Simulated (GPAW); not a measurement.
# ZnS (Wurtzite-2H) (P6_3mc) in GPAW: notebook

One crystal, ZnS (Wurtzite-2H), is run at these levels: LDA, r2SCAN; tasks: dielectric tensor, band structure.

Everything below comes from runs of GPAW 26.7.0. Logs are shortened: lines on timing, memory, paths and dates and some standing lists are left out, and cuts for length are marked. The log counts tension as positive stress, the text compression.

**Measured values to compare with.**

A printed reference work, monograph reports, for a bulk crystal of ZnS at 4 K: band gap 3.911 eV (direct).

How close the calculation comes is told below.

**1. Starting point**

It takes space group P6_3mc (No. 186, hexagonal). Conventional cell: a = 3.811 Å, b = 3.811 Å, c = 6.234 Å, α = 90.00°, β = 90.00°, γ = 120.00°. Around Zn (site symmetry 3m) lie 4 S at 2.31 to 2.40 Å. S (site symmetry 3m) is surrounded by 4 Zn at 2.31 to 2.40 Å.

**2. Dielectric tensor, LDA**

run.py

```python
import numpy as np
from ase import Atoms
from ase.dft.bandgap import bandgap
from ase.io import write
from gpaw import GPAW, PW
from gpaw.response.df import DielectricFunction

atoms = Atoms(['Zn', 'Zn', 'S', 'S'],
              cell=[[3.811, 0.0, 0.0],
                    [-1.9055, 3.3004228138, 0.0],
                    [0.0, 0.0, 6.234]],
              scaled_positions=[[0.6666666667, 0.3333333333, 0.5],
                                [0.3333333333, 0.6666666667, 0.0],
                                [0.6666666667, 0.3333333333, 0.885],
                                [0.3333333333, 0.6666666667, 0.385]],
              pbc=True)

calc = GPAW(mode=PW(450),
            xc='LDA',
            kpts={'size': (7, 7, 4), 'gamma': True},
            occupations={'name': 'fermi-dirac', 'width': 0.001},
            nbands=31,
            convergence={'density': 1e-06},
            maxiter=150,
            txt='gpaw.txt')
atoms.calc = calc
energy = atoms.get_potential_energy()
calc.write('gs.gpw')
write('result.traj', atoms)
print(f'Energy: {energy:.6f} eV')
print('Fermi level:', round(calc.get_fermi_level(), 4), 'eV')
print(f'Gap: {bandgap(calc)[0]:.4f} eV, direct: {bandgap(calc, direct=True)[0]:.4f} eV')

for size in [(10, 10, 6), (14, 14, 8)]:
    name = 'x'.join(str(n) for n in size)
    dense = calc.fixed_density(kpts={'size': size, 'gamma': True},
                               nbands=64, convergence={'bands': 58, 'eigenstates': 1e-7},
                               update_fermi_level=True, txt=f'dense-{name}.txt')
    dense.write(f'{name}.gpw', mode='all')
    df = DielectricFunction(f'{name}.gpw', frequencies=np.array([0.0]), hilbert=False, eta=0.001,
                            ecut=80, nbands=58, intraband=False, txt=f'df-{name}.txt')
    for xc in ['RPA', 'LR0.3', 'LR0.1']:
        for direction in ['x', 'y', 'z', [0, 1, 1], [1, 0, 1], [1, 1, 0]]:
            e0, e = df.get_macroscopic_dielectric_constant(xc=xc, direction=direction)
            print(f'{name} {xc} {direction}: {e0:.4f} without, {e:.4f} with local fields')
```

Potentials or basis: the program's PAW data sets (release 1.2.1) made for this functional, pw.

Command:

```bash
OMP_NUM_THREADS=1 python run.py
```

gpaw.txt:

```text
__  _  _
 | _ |_)|_||  |
 |__||  | ||/\| - 26.7.0

Input parameters:
  mode=PW(ecut=450.00000000000006),
  convergence={'density': 1e-06},
  kpts=MonkhorstPack(size=(7, 7, 4), gamma=True),
  maxiter=150,
  nbands=31,
  occupations=Occupations(name='fermi-dirac', width=0.001),
  xc=XC(name='LDA')

Diagonalizing LCAO Hamiltonian
Converting LCAO to pw mode

            S

            Zn
        S

        Zn

Atoms  # Å, Bohr magnetons
|   | symbol |         x |        y |        z |    initial magnetic moments |
|---|--------|-----------|----------|----------|-----------------------------|
| 0 |     Zn |  1.905500 | 1.100141 | 3.117000 | ( 0.0000,  0.0000,  0.0000) |
| 1 |     Zn | -0.000000 | 2.200282 | 0.000000 | ( 0.0000,  0.0000,  0.0000) |
| 2 |      S |  1.905500 | 1.100141 | 5.517090 | ( 0.0000,  0.0000,  0.0000) |
| 3 |      S | -0.000000 | 2.200282 | 2.400090 | ( 0.0000,  0.0000,  0.0000) |

Unit cell  # Å
| periodic |         x |        y |        z |  lengths |     angles |
|----------|-----------|----------|----------|----------|------------|
|      yes |  3.811000 | 0.000000 | 0.000000 | 3.811000 |  90.000000 |
|      yes | -1.905500 | 3.300423 | 0.000000 | 3.811000 |  90.000000 |
|      yes |  0.000000 | 0.000000 | 6.234000 | 6.234000 | 120.000000 |

Number of symmetries: 6
Symmetry operations  # r_c * U_cc + t_c -> r_c
|   | kind |            matrix            |
|---|------|------------------------------|
| 0 |  σ   |  1, 1, 0,  0,-1, 0,  0, 0, 1 |
| 1 |  E   |  1, 0, 0,  0, 1, 0,  0, 0, 1 |
| 2 |  C3  |  0, 1, 0, -1,-1, 0,  0, 0, 1 |
| 3 |  σ   |  0,-1, 0, -1, 0, 0,  0, 0, 1 |
| 4 |  σ   | -1, 0, 0,  1, 1, 0,  0, 0, 1 |
| 5 |  C3  | -1,-1, 0,  1, 0, 0,  0, 0, 1 |

BZ-sampling:
  Number of BZ points: 196
  Number of IBZ points: 28

  Monkhorst-Pack size: [7, 7, 4]
  Monkhorst-Pack shift: [0.0, 0.0, 0.125]

K-points  # in reciprocal-cell coordinates
|     |                                coordinates |     weight |
|-----|--------------------------------------------|------------|
|   0 | (  0.00000000,   0.00000000,   0.00000000) | 0.00510204 |
|   1 | (  0.00000000,   0.00000000,   0.25000000) | 0.01020408 |
|   2 | (  0.00000000,   0.00000000,   0.50000000) | 0.00510204 |
|   3 | (  0.14285714,   0.00000000,  -0.25000000) | 0.03061224 |
|   4 | (  0.14285714,   0.00000000,   0.00000000) | 0.03061224 |
|   5 | (  0.14285714,   0.00000000,   0.25000000) | 0.03061224 |
|   6 | (  0.14285714,   0.00000000,   0.50000000) | 0.03061224 |
|   7 | (  0.28571429,  -0.14285714,   0.00000000) | 0.03061224 |
|   8 | (  0.28571429,  -0.14285714,   0.25000000) | 0.06122449 |
|   9 | (  0.28571429,  -0.14285714,   0.50000000) | 0.03061224 |
| ... |                                            |            |
|  27 | (  0.42857143,   0.42857143,   0.50000000) | 0.03061224 |

Plane wave coefficients: 1737
Cutoff: 450.00000000000006 eV

Spin-components: 1 (collinear spins)
Bands:           31
Projectors:      22
Spin-degeneracy: 2
Datatype:        complex128

Parallelization:
  kpt:    1
  domain: 1
  band:   1

Density:
  Valence electrons: 36.0
  Components: 1
  Grid points: [20 20 32]
  Charge: 0.0  # |e|

Potential:
  Grid points: [20 20 32]

species:
  Zn:
    name:    Zinc
    Z:       30.0
    valence: 12
    core:    18
    charge:  0.0  # [|e|]
    compensation charges:
      type: gauss
      rc: 0.37  # [Å]
      lmax: 2
    cutoffs:
      filter: 2.14  # [Å]
      core: 2.28  # [Å]
    projectors
    | kind |    occ | energy [eV] | rcut [Å] |
    |------|--------|-------------|----------|
    |   4s |  2.000 |      -6.218 |    1.286 |
    |   4p |  0.000 |      -1.230 |    1.270 |
    |   3d | 10.000 |     -10.426 |    1.180 |
    |    s |        |      20.994 |    1.286 |
    |    p |        |      25.981 |    1.270 |
    |    d |        |      16.786 |    1.180 |

    Using partial waves for Zn as LCAO basis

  S:
    name:    Sulfur
    Z:       16.0
    valence: 6
    core:    10
    charge:  0.0  # [|e|]
    compensation charges:
      type: gauss
      rc: 0.24  # [Å]
      lmax: 2
    cutoffs:
      filter: 1.77  # [Å]
      core: 1.66  # [Å]
    projectors
    | kind |    occ | energy [eV] | rcut [Å] |
    |------|--------|-------------|----------|
    |   3s |  2.000 |     -17.278 |    0.974 |
    |   3p |  4.000 |      -7.106 |    0.979 |
    |    s |        |       9.933 |    0.974 |
    |    p |        |      20.105 |    0.979 |
    |    d |        |       0.000 |    0.900 |

    Using partial waves for S as LCAO basis

Reference energy: -119224.971294  # eV

eigensolver:
  PPCG
  Converge bands: occupied
  niter=2

density mixing:
  MSR1-Mixer
  Pratt-step length: 0.05
  Maximum mixing coefficient: 0.75
  Old densities: 10
  SVD Regularization: 0.005
  Good broyden scale: 1.0
  Trust region scale: 1.0
  Backstep threshold: 4.0
  History deletion threshold: 6.0
  Fourier metric: weight=20.0, sigma=0.015

occupation numbers:
  Fermi-Dirac:
    width: 0.0010  # eV

poisson solver:
  ecut: 3600.0000000000005  # eV

xc functional:
  name: None

convergence criteria:
- Maximum integral of absolute [dens]ity change: 1e-06 electrons / valence electron
- Maximum [total energy] change in last 3 cyles: 0.0005 eV / valence electron
- Maximum integral of absolute [eigenst]ate change: 4e-08 eV^2 / valence electron
maximum number of iterations: 150

SCF iterations
|iter     | |      energy | eigst |  dens |
|---------|-|-------------|-------|-------|
|iter:   1| |  -17.214683 | +0.08 |       |
|iter:   2| |  -17.056743 | -1.54 | -1.21 |
|iter:   3| |  -16.502067 | -1.44 | -1.25 |
|iter:   4| |  -16.493051 | -2.69 | -1.81 |
|iter:   5| |  -16.493215c| -4.12 | -2.29 |
|iter:   6| |  -16.493215c| -5.07 | -3.34 |
|iter:   7| |  -16.493229c| -6.35 | -3.67 |
|iter:   8| |  -16.493231c| -7.07 | -4.11 |
|iter:   9| |  -16.493231c| -7.90c| -4.69 |
|iter:  10| |  -16.493231c| -8.85c| -5.44 |
|iter:  11| |  -16.493231c| -8.06c| -5.76 |
|iter:  12| |  -16.493231c| -9.17c| -6.67c|

Converged in 12 steps
Energy contributions relative to reference atoms: (reference = -119224.971294)

Energy contributions:
  Kinetic:          16.565878
  Coulomb:         -13.850251
  Zero:             -0.009916
  External:          0.000000
  Xc:              -19.198942
  Entropy:          -0.000000
  Spinorbit:         0.000000
  ----------------------------
  Free energy:     -16.493231
  Extrapolated:    -16.493231

dipole moment: (0.000000, 0.000000, -7.503073)  # |e|*Ang

Fermi level: 4.271
Eigenvalues  # (at kpt = [0.000, 0.000, 0.000])
| band index |      eig [eV] | occ [0-2] |
|------------|---------------|-----------|
|          0 |        -9.640 |     2.000 |
|        ... |               |           |
|         10 |        -2.402 |     2.000 |
|         11 |        -2.235 |     2.000 |
|         12 |        -1.713 |     2.000 |
|         13 |         2.667 |     2.000 |
|         14 |         2.667 |     2.000 |
|         15 |         3.526 |     2.000 |
[... 8 lines left out ...]
|         24 |        10.995 |     0.000 |
|         25 |        12.580 |     0.000 |
|        ... |               |           |
|         30 |        15.704 |     0.000 |

Gap: 1.991 eV
Transition (v -> c):
  (s=0, k=0, n=17, [0.00, 0.00, 0.00]) -> (s=0, k=0, n=18, [0.00, 0.00, 0.00])
No difference between direct/indirect transitions
# Writing to gs.gpw (mode='')
```

Wall time 10 min (1 thread of Intel Xeon Platinum 8259CL at 2.50GHz (Skylake/Cascade Lake), shared host); peak memory 0.85 GiB.

Results:

```yaml
Free_energy: -16.4932 eV
Band_gap_on_the_k_mesh: 1.99 eV, direct
Electronic_dielectric_tensor_diagonal: 5.83, 5.83, 5.91
```

Electronic dielectric tensor:
```
5.83 0.00 0.00
0.00 5.83 0.00
0.00 0.00 5.91
```

Caveat: the long-wavelength limit can be off by several per cent where d states take part.

**3. Band structure, r2SCAN**

run.py

```python
from ase import Atoms
from ase.dft.bandgap import bandgap
from ase.io import write
from ase.units import GPa
from gpaw import GPAW, PW

atoms = Atoms(['Zn', 'Zn', 'S', 'S'],
              cell=[[3.811, 0.0, 0.0],
                    [-1.9055, 3.3004228138, 0.0],
                    [0.0, 0.0, 6.234]],
              scaled_positions=[[0.6666666667, 0.3333333333, 0.5],
                                [0.3333333333, 0.6666666667, 0.0],
                                [0.6666666667, 0.3333333333, 0.885],
                                [0.3333333333, 0.6666666667, 0.385]],
              pbc=True)

calc = GPAW(mode=PW(600),
            xc='MGGA_X_R2SCAN+MGGA_C_R2SCAN',
            kpts={'size': (7, 7, 4), 'gamma': True},
            occupations={'name': 'fermi-dirac', 'width': 0.05},
            nbands=31,
            convergence={'density': 1e-05, 'energy': 1e-05},
            maxiter=150,
            txt='gpaw.txt')
atoms.calc = calc
energy = atoms.get_potential_energy()
forces = atoms.get_forces()
stress = atoms.get_stress()
calc.write('gs.gpw')
write('result.traj', atoms)
print(f'Energy: {energy:.6f} eV')
print('Forces (eV/A):')
print(forces.round(4))
print('Stress (GPa):', (stress / GPa).round(3))
print('Fermi level:', round(calc.get_fermi_level(), 4), 'eV')
print(f'Gap: {bandgap(calc)[0]:.4f} eV, direct: {bandgap(calc, direct=True)[0]:.4f} eV')

path = atoms.cell.bandpath('GMKGALHA,LM,KH', npoints=80, eps=1e-4)
bs_calc = calc.fixed_density(kpts=path, symmetry='off', nbands=48,
                             convergence={'bands': 'CBM+6.0', 'eigenstates': 1e-6}, txt='bands.txt')
bs = bs_calc.band_structure()
bs.write('bs.json')
print(f'Gap on the path: {bandgap(bs_calc)[0]:.4f} eV')
```

Potentials or basis: GPAW PAW data sets (gpaw-data 1.2.1), pw.

Command:

```bash
OMP_NUM_THREADS=1 python run.py
```

It took 8.6 min on 1 thread of Arm Neoverse V2, shared host; peak memory 0.55 GiB.

It converged, with:

```yaml
Free_energy: -35.3444 eV
Pressure: -0.3 GPa
Largest_force: 0.312 eV/Å
Band_gap_on_the_k_mesh: 2.82 eV, direct
Band_gap_along_the_path: 2.82 eV, direct
```

Forces in eV/Å, atoms in the order of the input:
```
Zn   0.000  0.000  0.312
Zn   0.000  0.000  0.312
S    0.000  0.000 -0.311
S    0.000  0.000 -0.311
```

Stress tensor (GPa, compression positive):
```
 0.25  0.00  0.00
 0.00  0.25  0.00
 0.00  0.00 -1.55
```

Levels at the corners of the path, in eV from the valence-band top:
```tsv
point	band 16	band 17	band 18	band 19	band 20	band 21
Γ	-0.01	-0.01	0.00	2.82	3.50	6.75
M	-2.32	-1.59	-1.01	3.99	4.78	5.52
K	-2.27	-2.26	-2.26	4.75	6.48	6.48
Γ	-0.01	-0.01	0.00	2.82	3.50	6.75
A	-0.46	-0.46	-0.46	4.05	4.05	7.18
L	-1.71	-1.57	-1.57	4.02	4.02	5.57
H	-3.19	-1.30	-1.30	5.02	5.02	6.83
A	-0.46	-0.46	-0.46	4.05	4.05	7.18
L	-1.71	-1.57	-1.57	4.02	4.02	5.57
M	-2.32	-1.59	-1.01	3.99	4.78	5.52
K	-2.27	-2.26	-2.26	4.75	6.48	6.48
H	-3.19	-1.30	-1.30	5.02	5.02	6.83
```

Caveat: the PAW data sets were made with another functional, which shifts forces and pressure a little.

**4. How close it comes**

Step 2. The gap isn't set beside the deposited one, since this odd mesh misses points on the zone boundary.

Step 3. Measured gap of ZnS: 3.911 eV (direct; 4 K; a printed reference work, monograph). This calculation gives 2.82 eV (-1.09 eV). The value is that of r2SCAN, without temperature or zero-point motion.
